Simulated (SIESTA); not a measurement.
Runs of SIESTA 5.4.2 on C. The structure is cubic, space group Fd-3m (No. 227). The conventional cell has a = 3.567 Å, b = 3.567 Å, c = 3.567 Å, α = 90.00°, β = 90.00°, γ = 90.00°. Around C (site symmetry -43m) lie 4 C at 1.54 Å. This isn't the form of C at room conditions, which is graphite.

```csv
task,level,potentials or basis,cell,k mesh,broadening (eV),window to (eV),polarisation,direction,optical mesh offset,grid cutoff,gap on the mesh (eV),pressure (GPa),relaxed volume (Å³/atom)
band structure,PBE,"PseudoDojo 0.4 standard (PBE files), DZP (energy shift 0.003 Ry)",as given,13 × 13 × 13,-,-,-,-,-,500 Ry,4.29,10.3,-
optical spectrum,PBE,"PseudoDojo 0.4 standard (PBE files), DZP (energy shift 0.003 Ry)",as given,10 × 10 × 10,0.3 eV,30 eV,polarized,1.0 0.0 0.0,true,500 Ry,4.31,10.3,-
relaxation of cell and atoms,LDA,"PseudoDojo 0.4 standard (LDA files), DZP (energy shift 0.003 Ry)",relaxed,13 × 13 × 13,-,-,-,-,-,500 Ry,4.26,-0.1,5.63
relaxation of cell and atoms,PBE,"PseudoDojo 0.4 standard (PBE files), DZP (energy shift 0.003 Ry)",relaxed,10 × 10 × 10,-,-,-,-,-,750 Ry,4.26,0.0,5.81
band structure,PBE,"SG15 1.2 (PBE files) or PseudoDojo by element, DZP (energy shift 0.003 Ry)",as given,13 × 13 × 13,-,-,-,-,-,500 Ry,(a),(b),-
```

Alike in all rows: no spin polarisation; smearing fermi-dirac 0.05 eV; energy shift 0.003 Ry.

Task: Fill in the values left out.

Result: (a) 4.27; (b) 7.8.

Caveats: the basis of atomic orbitals isn't converged, which shifts pressures, moduli and gaps; spectra need much finer meshes, so this one isn't converged (some runs); independent-particle spectra lack excitons (some runs); an odd mesh through Γ misses points on the zone boundary, where band edges often lie (some runs).
